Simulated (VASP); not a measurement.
# W (Im-3m) in VASP: elastic constants with PBE

Aim: the elastic constants of W with PBE.

Program: VASP 6.6.1. These are calculated values, not measurements. Logs are shortened: lines on timing, memory, paths and dates and some standing lists are left out, and cuts for length are marked.

## Step 1: Starting point

It takes space group Im-3m (No. 229, cubic). Conventional cell: a = 3.201 Å, b = 3.201 Å, c = 3.201 Å, α = 90.00°, β = 90.00°, γ = 90.00°. W (site symmetry m-3m) has 8 W at 2.77 Å as nearest neighbours.

## Step 2: Elastic constants, PBE

POSCAR

```
W
1.0
   -1.6007500000      1.6007500000      1.6007500000
    1.6007500000     -1.6007500000      1.6007500000
    1.6007500000      1.6007500000     -1.6007500000
W
1
Direct
    0.0000000000      0.0000000000      0.0000000000
```

INCAR.step1

```
SYSTEM = W
ALGO = Normal
EDIFF = 1E-8
EDIFFG = -0.002
ENCUT = 600
GGA = PE
IBRION = 2
ISIF = 3
ISMEAR = 0
LASPH = .True.
LCHARG = .False.
LREAL = .False.
LWAVE = .False.
NELM = 80
NSW = 40
PREC = Accurate
SIGMA = 0.1
```

INCAR.step2

```
SYSTEM = W
ALGO = Normal
EDIFF = 1E-8
ENCUT = 600
GGA = PE
IBRION = 6
ISIF = 3
ISMEAR = 0
LASPH = .True.
LCHARG = .False.
LREAL = .False.
LWAVE = .False.
NELM = 80
NFREE = 2
NSW = 1
POTIM = 0.015
PREC = Accurate
SIGMA = 0.1
```

KPOINTS

```
k-points
0
Gamma
  18 18 18
  0 0 0
```

Potentials or basis: VASP PAW PBE potentials, release 64 (W_sv).

Run with:

```sh
$ cat potpaw_PBE.64/W_sv/POTCAR > POTCAR
$ cp INCAR.step1 INCAR
$ mpirun -np 1 vasp_std > vasp.out
$ cp CONTCAR POSCAR
$ cp INCAR.step2 INCAR
$ mpirun -np 1 vasp_std > vasp.out
```

OUTCAR:

```text
SYSTEM = W
   EDIFF = 1E-8
   ENCUT = 600
   GGA = PE
   IBRION = 6
   ISIF = 3
   ISMEAR = 0
   LASPH = .True.
   LREAL = .False.
   NELM = 80
   NFREE = 2
   NSW = 1
   POTIM = 0.015
   PREC = Accurate

 ion  position               nearest neighbor table
   1  0.000  0.000  0.000-

  LATTYP: Found a body centered cubic cell.
 ALAT       =     3.1855150236

  Lattice vectors:

 A1 = (  -1.5927575118,   1.5927575118,   1.5927575118)
 A2 = (   1.5927575118,  -1.5927575118,   1.5927575118)
 A3 = (   1.5927575118,   1.5927575118,  -1.5927575118)

Analysis of symmetry for initial positions (statically):
=====================================================================
 Subroutine PRICEL returns:
 Original cell was already a primitive cell.

 Routine SETGRP: Setting up the symmetry group for a
 body centered cubic supercell.

 Subroutine GETGRP returns: Found 48 space group operations
 (whereof 48 operations were pure point group operations)
 out of a pool of 48 trial point group operations.

The static configuration has the point symmetry O_h .

Analysis of symmetry for dynamics (positions and initial velocities):
=====================================================================
 Subroutine PRICEL returns:
 Original cell was already a primitive cell.

 Routine SETGRP: Setting up the symmetry group for a
 body centered cubic supercell.

 Subroutine GETGRP returns: Found 48 space group operations
 (whereof 48 operations were pure point group operations)
 out of a pool of 48 trial point group operations.

The dynamic configuration has the point symmetry O_h .

 Subroutine INISYM returns: Found 48 space group operations
 (whereof 48 operations are pure point group operations),
 and found     1 'primitive' translations

----------------------------------------------------------------------------------------

                                     Primitive cell

  volume of cell :      16.1625

  direct lattice vectors                    reciprocal lattice vectors
    -1.592757512  1.592757512  1.592757512     0.000000000  0.313920981  0.313920981
     1.592757512 -1.592757512  1.592757512     0.313920981  0.000000000  0.313920981
     1.592757512  1.592757512 -1.592757512     0.313920981  0.313920981  0.000000000

  length of vectors
     2.758736935  2.758736935  2.758736935     0.443951308  0.443951308  0.443951308

  position of ions in fractional coordinates (direct lattice)
     0.000000000  0.000000000  0.000000000

  ion indices of the primitive-cell ions
   primitive index   ion index
                 1           1

----------------------------------------------------------------------------------------

 KPOINTS: k-points

Automatic generation of k-mesh.
 Grid dimensions read from file:
 generate k-points for:   18   18   18

 Generating k-lattice:

  Cartesian coordinates                     Fractional coordinates (reciprocal lattice)
     0.000000000  0.017440054  0.017440054     0.055555556  0.000000000  0.000000000
     0.017440054  0.000000000  0.017440054     0.000000000  0.055555556  0.000000000
     0.017440054  0.017440054  0.000000000     0.000000000  0.000000000  0.055555556

  Length of vectors
     0.024663962  0.024663962  0.024663962

  Shift w.r.t. Gamma in fractional coordinates (k-lattice)
     0.000000000  0.000000000  0.000000000

 Subroutine IBZKPT returns following result:
 ===========================================

 Found    195 irreducible k-points:

 Following reciprocal coordinates:
            Coordinates               Weight
  0.000000  0.000000  0.000000      1.000000
  0.055556  0.000000  0.000000     12.000000
  0.111111  0.000000  0.000000     12.000000
  0.166667  0.000000  0.000000     12.000000
  0.222222  0.000000  0.000000     12.000000
  0.277778  0.000000  0.000000     12.000000
[... 16 lines left out ...]
  0.333333  0.111111 -0.000000     48.000000
  0.388889  0.111111 -0.000000     48.000000
 [... further k-points ...]
   k-points           NKPTS =    195   k-points in BZ     NKDIM =    195   number of bands    NBANDS=     11
   number of dos      NEDOS =    301   number of ions     NIONS =      1
[... 27 lines left out ...]
   NELECT =      14.0000    total number of electrons
   NUPDOWN=      -1.0000    fix difference up-down
   EMIN   =  10.00;   EMAX   =-10.00  energy-range for DOS
   EFERMI =   0.00;   METHOD = LEGACY
   ISMEAR =     0;   SIGMA  =   0.10  broadening in eV -4-tet -1-fermi 0-gaus
   EFERMI_NEDOS =   21; number of points for ismear=-14 and -15
   IALGO  =     38    algorithm
   IMIX   =      4    mixing-type and parameters
     AMIX     =   0.40;   BMIX     =  1.00
     AMIX_MAG =   1.60;   BMIX_MAG =  1.00
  volume/ion in A,a.u.               =      16.16       109.07
  Fermi-wavevector in a.u.,A,eV,Ry     =   1.560563  2.949036 33.135023  2.435356
  Thomas-Fermi vector in A             =   2.663756
   LORBIT       =      0    0 simple, 1 ext, 2 COOP (PROOUT), +10 PAW based schemes
   GGA     = PE    functional components
   LHFCALC =     F    Hartree Fock is set to
   AEXX    =    0.0000 exact exchange contribution
   IVDW    =     0    specifies the selected vdW correction
   LEPSILON=     F    determine dielectric tensor
   LRPA    =     F    only Hartree local field effects (RPA)
 finite differences with symmetry
 non-spin polarized calculation
 Gauss-broadening in eV      SIGMA  =   0.10
  energy-cutoff  :      600.00
  volume of cell :       16.16
 maximum number of plane-waves:       559
 NGX is ok and might be reduce to    24
   NGX = 11   NGY = 11   NGZ = 11

--------------------------------------- Ionic step        1  -------------------------------------------

 number of electron      14.0000002 magnetization

 Free energy of the ion-electron system (eV)
  ---------------------------------------------------
  ext. energy  EPLUGINS =         0.00000000
  ---------------------------------------------------
  free energy    TOTEN  =       -12.95140776 eV

  energy without entropy =      -12.94782466  energy(sigma->0) =      -12.94961621

------------------------ aborting loop because EDIFF is reached ----------------------------------------

  FORCE on cell =-STRESS in cart. coord.  units (eV):
  Direction    XX          YY          ZZ          XY          YZ          ZX
  --------------------------------------------------------------------------------------
  -------------------------------------------------------------------------------------
  Total       -0.0008221     -0.0008221     -0.0008221      0.0000000      0.0000000      0.0000000
  in kB       -0.0814985     -0.0814985     -0.0814985      0.0000000      0.0000000      0.0000000
  external PRESSURE =      -0.0814985 kB  Pullay stress =       0.0000000 kB
[... 86 lines left out ...]
  FREE ENERGIE OF THE ION-ELECTRON SYSTEM (eV)
  ---------------------------------------------------
  free  energy   TOTEN  =       -12.9457093004 eV

  energy  without entropy=      -12.9424866925  energy(sigma->0) =      -12.94409800

[... ionic steps 4 to 12 ...]

--------------------------------------- Ionic step       13  -------------------------------------------

 number of electron      14.0000002 magnetization

------------------------ aborting loop because EDIFF is reached ----------------------------------------
[... 65 lines left out ...]
--------------------------------------- Ionic step       15  -------------------------------------------

 number of electron      14.0000001 magnetization

 Free energy of the ion-electron system (eV)
  ---------------------------------------------------
  ext. energy  EPLUGINS =         0.00000000
  ---------------------------------------------------
  free energy    TOTEN  =       -12.95140758 eV

  energy without entropy =      -12.94782448  energy(sigma->0) =      -12.94961603

 E-fermi :  11.1631     XC(G=0): -13.5303

 val. band max:       11.1589166090   @ k =  -0.2778   0.3333   0.2222
 cond. band min:      11.1754655612   @ k =   0.5000   0.5000   0.2222
 fundamental gap:      0.0165489521
 Fermi energy:        11.1631060279

 k-point     1 :       0.0000    0.0000    0.0000
  band No.  band energies     occupation
      1     -63.0400      2.00000
      2     -26.6302      2.00000
      3     -26.6302      2.00000
      4     -26.6302      2.00000
      5       1.6351      2.00000
      6       9.9698      2.00000
      7       9.9698      2.00000
      8       9.9698      2.00000
      9      13.3819      0.00000
     10      13.3819      0.00000
     11      25.6366      0.00000
[... 309 lines left out ...]
 k-point    24 :       0.3889    0.1111   -0.0000
  band No.  band energies     occupation
      1     -62.9168      2.00000
      2     -27.7632      2.00000
      3     -27.0566      2.00000
      4     -26.6897      2.00000
      5       5.4404      2.00000
      6       7.8376      2.00000
      7      10.5486      2.00000
      8      13.1476      0.00000
      9      14.4383      0.00000
     10      17.4241      0.00000
     11      21.8143      0.00000

 [... further k-points ...]
[... 5 lines left out ...]
  --------------------------------------------------------------------------------------
  -------------------------------------------------------------------------------------
  Total       -0.0008945     -0.0008945     -0.0008945     -0.0000000      0.0000000     -0.0000000
  in kB       -0.0886689     -0.0886689     -0.0886689     -0.0000000      0.0000000     -0.0000000
  external PRESSURE =      -0.0886689 kB  Pullay stress =       0.0000000 kB
[... 16 lines left out ...]
  FREE ENERGIE OF THE ION-ELECTRON SYSTEM (eV)
  ---------------------------------------------------
  free  energy   TOTEN  =       -12.9514075807 eV

  energy  without entropy=      -12.9478244756  energy(sigma->0) =      -12.94961603

 INTERNAL STRAIN TENSORS FROM STRAINED CELLS
 ============================================

 INTERNAL STRAIN TENSOR FOR ION    1 for displacements in x,y,z  (eV/Angst):
          X           Y           Z          XY          YZ          ZX
  --------------------------------------------------------------------------------
  x    -0.00000     0.00000    -0.00000     0.00000     0.00000     0.00000
  y    -0.00000    -0.00000    -0.00000    -0.00000    -0.00000     0.00000
  z    -0.00000     0.00000     0.00000    -0.00000     0.00000    -0.00000

 INTERNAL STRAIN TENSORS FROM DISPLACED ATOMS
 ============================================

 INTERNAL STRAIN TENSOR FOR ION    1 for displacements in x,y,z  (eV/Angst):
          X           Y           Z          XY          YZ          ZX
  --------------------------------------------------------------------------------
  x     0.00000     0.00000     0.00000     0.00000     0.00000     0.00000
  y     0.00000     0.00000     0.00000     0.00000     0.00000     0.00000
  z     0.00000     0.00000     0.00000     0.00000     0.00000     0.00000

 Eigenvectors and eigenvalues of the dynamical matrix
 ----------------------------------------------------

   1 f/i=    0.000000 THz     0.000000 2PiTHz    0.000000 cm-1     0.000000 meV
             X         Y         Z           dx          dy          dz
      0.000000  0.000000  0.000000     1.000000    0.000000    0.000000

   2 f/i=    0.000000 THz     0.000000 2PiTHz    0.000000 cm-1     0.000000 meV
             X         Y         Z           dx          dy          dz
      0.000000  0.000000  0.000000     0.000000    1.000000    0.000000

   3 f/i=    0.000000 THz     0.000000 2PiTHz    0.000000 cm-1     0.000000 meV
             X         Y         Z           dx          dy          dz
      0.000000  0.000000  0.000000     0.000000    0.000000    1.000000

--------------------------------------------------------------------------------------------------------

 ELASTIC MODULI CONTR FROM IONIC RELAXATION (kBar)
 Direction    XX          YY          ZZ          XY          YZ          ZX
 --------------------------------------------------------------------------------
 XX           0.0000      0.0000      0.0000      0.0000      0.0000      0.0000
 YY           0.0000      0.0000      0.0000      0.0000      0.0000      0.0000
 ZZ           0.0000      0.0000      0.0000      0.0000      0.0000      0.0000
 XY           0.0000      0.0000      0.0000      0.0000      0.0000      0.0000
 YZ           0.0000      0.0000      0.0000      0.0000      0.0000      0.0000
 ZX           0.0000      0.0000      0.0000      0.0000      0.0000      0.0000
 --------------------------------------------------------------------------------

 TOTAL ELASTIC MODULI (kBar)
 Direction    XX          YY          ZZ          XY          YZ          ZX
 --------------------------------------------------------------------------------
 XX        4892.1484   2155.5179   2155.5179      0.0000      0.0000      0.0000
 YY        2155.5179   4892.1484   2155.5179      0.0000      0.0000      0.0000
 ZZ        2155.5179   2155.5179   4892.1484      0.0000      0.0000     -0.0000
 XY           0.0000      0.0000      0.0000   1392.1563      0.0000     -0.0000
 YZ           0.0000      0.0000      0.0000      0.0000   1392.1563     -0.0000
 ZX           0.0000      0.0000     -0.0000     -0.0000     -0.0000   1392.1563
 --------------------------------------------------------------------------------
```

Run time: 42 min. Hardware: 1 thread of AMD EPYC 7R43 (Zen 3), shared host; peak memory 0.61 GiB.

What came out:

```yaml
Relaxed_volume: 16.16 Å³/atom
Relaxed_cell: a = 2.759 Å, b = 2.759 Å, c = 2.759 Å, α = 109.47°, β = 109.47°, γ = 109.47°
Space_group_after_relaxing_to_0.05_Å: Im-3m (No. 229)
Elastic_constants_C11_C12_C44: 489, 216, 139 GPa
Voigt_bulk_modulus: 307 GPa
```

Step by step:
```
step  energy change (eV)  largest force (eV/Å)  pressure (GPa)  volume (Å³)
   1              0.0000                0.0000           -4.46        16.41
   2              0.0397                0.0000           17.78        15.35
   3             -0.0035                0.0000           -0.10        16.17
   4             -0.0035                0.0000           -0.01        16.16
```

Final structure:
```xyz
1
Lattice="-1.5928 1.5928 1.5928 1.5928 -1.5928 1.5928 1.5928 1.5928 -1.5928" Properties=species:S:1:pos:R:3 pbc="T T T"
W     1.5928    1.5928   -1.5928
```

Elastic tensor in Voigt notation (GPa, in the Cartesian axes of the cell as first typed):
```
489 216 216   0   0   0
216 489 216   0   0   0
216 216 489   0   0   0
  0   0   0 139   0   0
  0   0   0   0 139   0
  0   0   0   0   0 139
```

Clamped-ion elastic tensor (GPa):
```
489 216 216   0   0   0
216 489 216   0   0   0
216 216 489   0   0   0
  0   0   0 139   0   0
  0   0   0   0 139   0
  0   0   0   0   0 139
```

Spin-orbit coupling is left out, which matters for the levels of W.
